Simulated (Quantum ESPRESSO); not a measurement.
# Ni (Fm-3m) in Quantum ESPRESSO: further runs, part 2 of 3

Quantum ESPRESSO 7.5.

### 3 Phonons, RPBE, collinear spin, ferromagnetic start

pw.in reads:

```
&CONTROL
  calculation = 'scf'
  prefix = 'pwscf'
  outdir = './tmp'
  pseudo_dir = './pseudo'
  tprnfor = .true.
  tstress = .true.
  disk_io = 'low'
/
&SYSTEM
  ibrav = 0
  A = 2.45729921
  nat = 1
  ntyp = 1
  ecutwfc = 45
  ecutrho = 360
  nbnd = 18
  input_dft = 'rpbe'
  occupations = 'smearing'
  smearing = 'mv'
  degauss = 0.01469973
  nspin = 2
  starting_magnetization(1) = 0.0556
/
&ELECTRONS
  conv_thr = 2d-10
  electron_maxstep = 120
  mixing_beta = 0.3
/
ATOMIC_SPECIES
Ni    58.6934 ni_pbe_v1.4.uspp.F.UPF
CELL_PARAMETERS alat
   0.0000000000    0.7071067805    0.7071067805
   0.7071067805    0.0000000000    0.7071067805
   0.7071067805    0.7071067805    0.0000000000
ATOMIC_POSITIONS alat
Ni     0.0000000000    0.0000000000    0.0000000000
K_POINTS automatic
11 11 11 0 0 0
```

relax.in reads:

```
&CONTROL
  calculation = 'vc-relax'
  prefix = 'pwscf'
  outdir = './tmp'
  pseudo_dir = './pseudo'
  tprnfor = .true.
  tstress = .true.
  disk_io = 'low'
  nstep = 40
  forc_conv_thr = 0.0001
  etot_conv_thr = 1d-06
/
&SYSTEM
  ibrav = 0
  A = 2.45729921
  nat = 1
  ntyp = 1
  ecutwfc = 45
  ecutrho = 360
  nbnd = 18
  input_dft = 'rpbe'
  occupations = 'smearing'
  smearing = 'mv'
  degauss = 0.01469973
  nspin = 2
  starting_magnetization(1) = 0.0556
/
&ELECTRONS
  conv_thr = 2d-10
  electron_maxstep = 120
  mixing_beta = 0.3
/
&IONS
  ion_dynamics = 'bfgs'
/
&CELL
  cell_dynamics = 'bfgs'
  press = 0
  press_conv_thr = 0.2
/
ATOMIC_SPECIES
Ni    58.6934 ni_pbe_v1.4.uspp.F.UPF
CELL_PARAMETERS alat
   0.0000000000    0.7071067805    0.7071067805
   0.7071067805    0.0000000000    0.7071067805
   0.7071067805    0.7071067805    0.0000000000
ATOMIC_POSITIONS alat
Ni     0.0000000000    0.0000000000    0.0000000000
K_POINTS automatic
11 11 11 0 0 0
```

scf2.in reads:

```
&CONTROL
  calculation = 'scf'
  prefix = 'pwscf'
  outdir = './tmp'
  pseudo_dir = './pseudo'
  tprnfor = .true.
  tstress = .true.
  disk_io = 'low'
/
&SYSTEM
  ibrav = 0
  A = 2.5056686
  nat = 1
  ntyp = 1
  ecutwfc = 45
  ecutrho = 360
  nbnd = 18
  input_dft = 'rpbe'
  occupations = 'smearing'
  smearing = 'mv'
  degauss = 0.01469973
  nspin = 2
  starting_magnetization(1) = 0.0556
/
&ELECTRONS
  conv_thr = 1d-13
  electron_maxstep = 120
  mixing_beta = 0.3
  startingpot = 'file'
  startingwfc = 'file'
/
ATOMIC_SPECIES
Ni    58.6934 ni_pbe_v1.4.uspp.F.UPF
CELL_PARAMETERS alat
   0.0000000000    0.7071067825    0.7071067825
   0.7071067825    0.0000000000    0.7071067825
   0.7071067825    0.7071067825    0.0000000000
ATOMIC_POSITIONS alat
Ni     0.0000000000    0.0000000000    0.0000000000
K_POINTS automatic
11 11 11 0 0 0
```

ph.in reads:

```
phonons of Ni
&INPUTPH
  prefix = 'pwscf'
  outdir = './tmp'
  tr2_ph = 1d-18
  fildyn = 'dyn'
  niter_ph = 90
  alpha_mix(1) = 0.4
/
0.1767766953 0.7071067812 0.1767766953
```

Potentials or basis: GBRV 1.5 PBE.

The run is started by

```sh
$ OMP_NUM_THREADS=1 mpirun -n 4 pw.x -nk 4 -in pw.in > pw.out
$ OMP_NUM_THREADS=1 mpirun -n 4 pw.x -nk 4 -in relax.in > relax.out
$ OMP_NUM_THREADS=1 mpirun -n 4 pw.x -nk 4 -in scf2.in > scf2.out
$ OMP_NUM_THREADS=1 mpirun -n 4 ph.x -nk 4 -in ph.in > ph.out
```

pw.out:

```text
This program is part of the open-source Quantum ESPRESSO suite
     for quantum simulation of materials; please cite
         "P. Giannozzi et al., J. Phys.:Condens. Matter 21 395502 (2009);
         "P. Giannozzi et al., J. Phys.:Condens. Matter 29 465901 (2017);
         "P. Giannozzi et al., J. Chem. Phys. 152 154105 (2020);
     in publications or presentations arising from this work. More details at

     IMPORTANT: XC functional enforced from input :
     Exchange-correlation= RPBE
                           (   1   4  44   4   0   0   0)
     Any further DFT definition will be discarded
     Please, verify this is what you really want

     Message from routine setup:
     using ibrav=0 with symmetry is DISCOURAGED, use correct ibrav instead

     K-points division:     npool     =       4
     Subspace diagonalization in iterative solution of the eigenvalue problem:
     a serial algorithm will be used

     G-vector sticks info
     --------------------
     sticks:   dense  smooth     PW     G-vecs:    dense   smooth      PW
     Sum         535     265     91                 8099     2891     609

     Using Slab Decomposition

     bravais-lattice index     =            0
     lattice parameter (alat)  =       4.6436  a.u.
[... 245 lines left out ...]
     End of self-consistent calculation

     Number of k-points >= 100: set verbosity='high' to print the bands.

     the Fermi energy is    18.8533 ev

!    total energy              =    -343.35171363 Ry
     estimated scf accuracy    <          4.4E-12 Ry
     smearing contrib. (-TS)   =      -0.00036875 Ry
     internal energy E=F+TS    =    -343.35134488 Ry

     The total energy is F=E-TS. E is the sum of the following terms:
     one-electron contribution =    -187.39541148 Ry
     hartree contribution      =     105.93003371 Ry
     xc contribution           =     -35.68243602 Ry
     ewald contribution        =    -226.20353110 Ry

     total magnetization       =     0.58 Bohr mag/cell
     absolute magnetization    =     0.69 Bohr mag/cell

     convergence has been achieved in  12 iterations

     Forces acting on atoms (cartesian axes, Ry/au):

     atom    1 type  1   force =     0.00000000    0.00000000    0.00000000

     Total force =     0.000000     Total SCF correction =     0.000000

     Computing stress (Cartesian axis) and pressure

          total   stress  (Ry/bohr**3)                   (kbar)     P=      134.03
   0.00091112  -0.00000000   0.00000000          134.03       -0.00        0.00
  -0.00000000   0.00091112  -0.00000000           -0.00      134.03       -0.00
   0.00000000  -0.00000000   0.00091112            0.00       -0.00      134.03

=------------------------------------------------------------------------------=
   JOB DONE.
=------------------------------------------------------------------------------=
```

relax.out:

```text
This program is part of the open-source Quantum ESPRESSO suite
     for quantum simulation of materials; please cite
         "P. Giannozzi et al., J. Phys.:Condens. Matter 21 395502 (2009);
         "P. Giannozzi et al., J. Phys.:Condens. Matter 29 465901 (2017);
         "P. Giannozzi et al., J. Chem. Phys. 152 154105 (2020);
[... 1064 lines left out ...]
   0.00000000   0.00005663   0.00000000            0.00        8.33        0.00
   0.00000000   0.00000000   0.00005663            0.00        0.00        8.33

=------------------------------------------------------------------------------=
   JOB DONE.
=------------------------------------------------------------------------------=
```

It took 3 min on 4 MPI ranks of AMD EPYC 9R45 (Zen 5), shared host; peak memory 0.36 GiB.

Results:

```
Free energy                                           : -4671.5659 eV
Relaxed volume                                        : 11.12 Å³/atom
Relaxed cell                                          : a = 2.506 Å, b = 2.506 Å, c = 2.506 Å, α = 60.00°, β = 60.00°, γ = 60.00°
Space group after relaxing (to 0.05 Å)                : Fm-3m (No. 225)
Pressure after relaxing                               : 0.8 GPa
Band gap on the k mesh                                : none (metal or under the smearing width)
Net moment                                            : 0.59 μB per cell
Absolute moment                                       : 0.70 μB per cell
Site moments                                          : Ni +0.64 μB
Valence electrons inside the program's atomic spheres : Ni 16.67
Highest phonon frequency at the q point run           : 283 cm⁻¹
```

Step by step:
```tsv
step	energy change (eV)	largest force (eV/Å)	pressure (GPa)	volume (Å³)
1	0.0000	0.0000	13.40	10.49
2	-0.0247	0.0000	-1.80	11.23
3	-0.0253	0.0000	-0.17	11.13
4	-0.0253	0.0000	0.02	11.12
```

Final structure:
```
CELL_PARAMETERS angstrom
0.00000 1.77178 1.77178
1.77178 0.00000 1.77178
1.77178 1.77178 0.00000
ATOMIC_POSITIONS crystal
Ni 0.00000 0.00000 0.00000
```

Phonon frequencies in cm⁻¹ (negative: imaginary):
| q point | frequencies |
| --- | --- |
| (0.625, 0.250, 0.625) | 218 282 283 |

Phonon modes at q = (0.625, 0.250, 0.625) in reciprocal lattice units:
```csv
mode,symmetry,cm⁻¹
1,B_1,218
2,B_2,282
3,A_1,283
```

Caveat: the mesh is thin for the phonons of a metal; the potentials were made for another functional, which shifts forces and pressure; the q point doesn't lie on the k mesh, which can shift a metal's frequencies strongly unless the mesh is converged.

### 4 Phonons, AM05, collinear spin, ferromagnetic start

pw.in, as its differences from that of step 3:

```diff
@@ -17,3 +17,3 @@
   nbnd = 18
-  input_dft = 'rpbe'
+  input_dft = 'XC-000I-000I-120L-135L-000I-000I'
   occupations = 'smearing'
```

relax.in, as its differences from that of step 3:

```diff
@@ -20,3 +20,3 @@
   nbnd = 18
-  input_dft = 'rpbe'
+  input_dft = 'XC-000I-000I-120L-135L-000I-000I'
   occupations = 'smearing'
```

scf2.in, as its differences from that of step 3:

```diff
@@ -11,3 +11,3 @@
   ibrav = 0
-  A = 2.5056686
+  A = 2.44121817
   nat = 1
@@ -17,3 +17,3 @@
   nbnd = 18
-  input_dft = 'rpbe'
+  input_dft = 'XC-000I-000I-120L-135L-000I-000I'
   occupations = 'smearing'
@@ -34,5 +34,5 @@
 CELL_PARAMETERS alat
-   0.0000000000    0.7071067825    0.7071067825
-   0.7071067825    0.0000000000    0.7071067825
-   0.7071067825    0.7071067825    0.0000000000
+   0.0000000000    0.7071067800    0.7071067800
+   0.7071067800    0.0000000000    0.7071067800
+   0.7071067800    0.7071067800    0.0000000000
 ATOMIC_POSITIONS alat
```

ph.in is that of step 3.

Potentials or basis: GBRV 1.5 PBE.

The run is started by

```sh
$ OMP_NUM_THREADS=1 mpirun -n 4 pw.x -nk 4 -in pw.in > pw.out
$ OMP_NUM_THREADS=1 mpirun -n 4 pw.x -nk 4 -in relax.in > relax.out
$ OMP_NUM_THREADS=1 mpirun -n 4 pw.x -nk 4 -in scf2.in > scf2.out
$ OMP_NUM_THREADS=1 mpirun -n 4 ph.x -nk 4 -in ph.in > ph.out
```

pw.out:

```text
This program is part of the open-source Quantum ESPRESSO suite
     for quantum simulation of materials; please cite
         "P. Giannozzi et al., J. Phys.:Condens. Matter 21 395502 (2009);
         "P. Giannozzi et al., J. Phys.:Condens. Matter 29 465901 (2017);
         "P. Giannozzi et al., J. Chem. Phys. 152 154105 (2020);
     in publications or presentations arising from this work. More details at

     IMPORTANT: XC functional enforced from input :
     Exchange-correlation= XC-000I-000I-120L-135L-000I-000I
                           (   0   0 120 135   0   0   0)
     Any further DFT definition will be discarded
     Please, verify this is what you really want

     Message from routine setup:
     using ibrav=0 with symmetry is DISCOURAGED, use correct ibrav instead

     K-points division:     npool     =       4
     Subspace diagonalization in iterative solution of the eigenvalue problem:
     a serial algorithm will be used

     G-vector sticks info
     --------------------
     sticks:   dense  smooth     PW     G-vecs:    dense   smooth      PW
     Sum         535     265     91                 8099     2891     609

     Using Slab Decomposition

     bravais-lattice index     =            0
     lattice parameter (alat)  =       4.6436  a.u.
     unit-cell volume          =      70.8037 (a.u.)^3
     number of atoms/cell      =            1
     number of atomic types    =            1
     number of electrons       =        18.00
     number of Kohn-Sham states=           18
     kinetic-energy cutoff     =      45.0000  Ry
     charge density cutoff     =     360.0000  Ry
     scf convergence threshold =      2.0E-10
[... 112 lines left out ...]
      default values.

     WARNING: libxc functional with ID  135 depends
      on external parameters: check the user_guide of
      QE if you need to modify them or to check their
      default values.

     Check: negative core charge=   -0.000008
     Generating pointlists ...
     new r_m :   0.4125 (alat units)  1.9155 (a.u.) for type    1

     Initial potential from superposition of free atoms

     starting charge      16.0000, renormalised to      18.0000
     Starting wfcs are   13 randomized atomic wfcs +    5 random wfcs

     Self-consistent Calculation

     iteration #  1     ecut=    45.00 Ry     beta= 0.30
     Davidson diagonalization with overlap
     ethr =  1.00E-02,  avg # of iterations =  5.5

     total energy              =    -336.70220630 Ry
     estimated scf accuracy    <      30.94807257 Ry
[... 94 lines left out ...]
     iteration # 11     ecut=    45.00 Ry     beta= 0.30
     Davidson diagonalization with overlap
     ethr =  1.62E-11,  avg # of iterations =  1.1

     Magnetic moment per site  (integrated on atomic sphere of radius R)
     atom   1 (R=0.412)  charge= 16.6613  magn=  0.6256

     End of self-consistent calculation

     Number of k-points >= 100: set verbosity='high' to print the bands.

     the Fermi energy is    18.5851 ev

!    total energy              =    -342.75054117 Ry
     estimated scf accuracy    <          5.2E-11 Ry
     smearing contrib. (-TS)   =      -0.00031611 Ry
     internal energy E=F+TS    =    -342.75022506 Ry

     The total energy is F=E-TS. E is the sum of the following terms:
     one-electron contribution =    -186.76153044 Ry
     hartree contribution      =     105.20378804 Ry
     xc contribution           =     -34.98895157 Ry
     ewald contribution        =    -226.20353110 Ry

     total magnetization       =     0.59 Bohr mag/cell
     absolute magnetization    =     0.68 Bohr mag/cell

     convergence has been achieved in  11 iterations

     Forces acting on atoms (cartesian axes, Ry/au):

     atom    1 type  1   force =     0.00000000    0.00000000    0.00000000

     Total force =     0.000000     Total SCF correction =     0.000000

     Computing stress (Cartesian axis) and pressure

          total   stress  (Ry/bohr**3)                   (kbar)     P=      -45.91
  -0.00031209  -0.00000000  -0.00000000          -45.91       -0.00       -0.00
  -0.00000000  -0.00031209  -0.00000000           -0.00      -45.91       -0.00
  -0.00000000  -0.00000000  -0.00031209           -0.00       -0.00      -45.91

=------------------------------------------------------------------------------=
   JOB DONE.
=------------------------------------------------------------------------------=
```

relax.out:

```text
This program is part of the open-source Quantum ESPRESSO suite
     for quantum simulation of materials; please cite
         "P. Giannozzi et al., J. Phys.:Condens. Matter 21 395502 (2009);
         "P. Giannozzi et al., J. Phys.:Condens. Matter 29 465901 (2017);
         "P. Giannozzi et al., J. Chem. Phys. 152 154105 (2020);
[... 1050 lines left out ...]
   0.00000000  -0.00000985  -0.00000000            0.00       -1.45       -0.00
  -0.00000000  -0.00000000  -0.00000985           -0.00       -0.00       -1.45

=------------------------------------------------------------------------------=
   JOB DONE.
=------------------------------------------------------------------------------=
```

Run time: 91 s. Hardware: 4 MPI ranks of AMD EPYC 9R45 (Zen 5), shared host; peak memory 0.36 GiB.

What came out:

```
Free energy                                           : -4663.3614 eV
Relaxed volume                                        : 10.29 Å³/atom
Relaxed cell                                          : a = 2.441 Å, b = 2.441 Å, c = 2.441 Å, α = 60.00°, β = 60.00°, γ = 60.00°
Space group after relaxing (to 0.05 Å)                : Fm-3m (No. 225)
Pressure after relaxing                               : -0.1 GPa
Band gap on the k mesh                                : none (metal or under the smearing width)
Net moment                                            : 0.59 μB per cell
Absolute moment                                       : 0.68 μB per cell
Site moments                                          : Ni +0.62 μB
Valence electrons inside the program's atomic spheres : Ni 16.66
Highest phonon frequency at the q point run           : 432 cm⁻¹
```

Step by step:
| step | energy change (eV) | largest force (eV/Å) | pressure (GPa) | volume (Å³) |
| --- | --- | --- | --- | --- |
| 1 | 0.0000 | 0.0000 | -4.59 | 10.49 |
| 2 | -0.0029 | 0.0000 | 0.99 | 10.25 |
| 3 | -0.0030 | 0.0000 | -0.08 | 10.29 |
| 4 | -0.0030 | 0.0000 | 0.00 | 10.29 |

Final structure:
```
CELL_PARAMETERS angstrom
0.00000 1.72620 1.72620
1.72620 0.00000 1.72620
1.72620 1.72620 0.00000
ATOMIC_POSITIONS crystal
Ni 0.00000 0.00000 0.00000
```

Levels at points of the mesh, in eV from the Fermi level:
Spin up:
```
           k point  band 6  band 7  band 8  band 9  band 10  band 11  band 12  band 13
(0.00, 0.00, 0.00)   -2.60   -2.60   -2.60   -1.36    -1.36    23.77    28.18    28.18
```
Spin down:
```tsv
k point	band 5	band 6	band 7	band 8	band 9	band 10	band 11	band 12	band 13	band 14
(0.00, 0.00, 0.00)	-9.66	-1.90	-1.90	-1.90	-0.69	-0.69	23.68	28.17	28.17	28.17
```

Phonon frequencies in cm⁻¹ (negative: imaginary):
| q point | frequencies |
| --- | --- |
| (0.625, 0.250, 0.625) | 386 422 432 |

Phonon modes at q = (0.625, 0.250, 0.625) in reciprocal lattice units:
```csv
mode,symmetry,cm⁻¹
1,B_1,386
2,A_1,422
3,B_2,432
```

Caveat: the mesh is thin for the phonons of a metal; the potentials were made for another functional, which shifts forces and pressure; the q point doesn't lie on the k mesh, which can shift a metal's frequencies strongly unless the mesh is converged.

(Continued in part 3 of 3.)
